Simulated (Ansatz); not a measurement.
# Hf₃N₄ at a changed volume — ¹⁴N nuclear quadrupole resonance

Cell: a structure deposited in the COD, relaxed with PBE at fixed cell and then changed (volume scaled by 0.94, ions relaxed).

```cif
data_Hf3N4
_symmetry_space_group_name_H-M 'I-43d'
_symmetry_Int_Tables_number 220
_cell_length_a 6.5642
_cell_length_b 6.5642
_cell_length_c 6.5642
_cell_angle_alpha 90.000
_cell_angle_beta 90.000
_cell_angle_gamma 90.000
loop_
_atom_site_label
_atom_site_type_symbol
_atom_site_symmetry_multiplicity
_atom_site_Wyckoff_symbol
_atom_site_fract_x
_atom_site_fract_y
_atom_site_fract_z
Hf Hf 12 a 0.3750 0.0000 0.2500
N N 16 c 0.0722 0.0722 0.0722
```

One atom of each set is listed; the run and its k-mesh use a cell of 14 atoms with edges of 5.68, 5.68, 5.68 Å.

All values are calculated (Ansatz; DFT, PBE, plane waves and PAW, scalar-relativistic, 420 eV cutoff, Γ-centred 6×6×6 k-points, Fermi–Dirac smearing 0.02 eV), not measured.

¹⁴N: I = 1, Q = 20.44 mb (year-2017 value). Static lattice, zero field.

(1) At which frequencies do the ¹⁴N NQR lines lie?

Answers

(1) For I = 1 the lines are ν± = (3/4)|C_Q|(1 ± η/3) and ν₀ = |C_Q|η/2.

```json
{"site": "N", "atoms": "8", "V_zz (10²¹ V/m²)": "0.55", "C_Q (MHz)": "0.274", "η": "0.00", "line frequencies (MHz)": "0.205"}
```

An axis of threefold or higher order runs through N, so V_zz lies along it and η is zero.

Without spin–orbit coupling the gradients at and beside Hf can be off by some per cent, at some sites by more. At this changed cell the PBE pressure is 21 GPa.
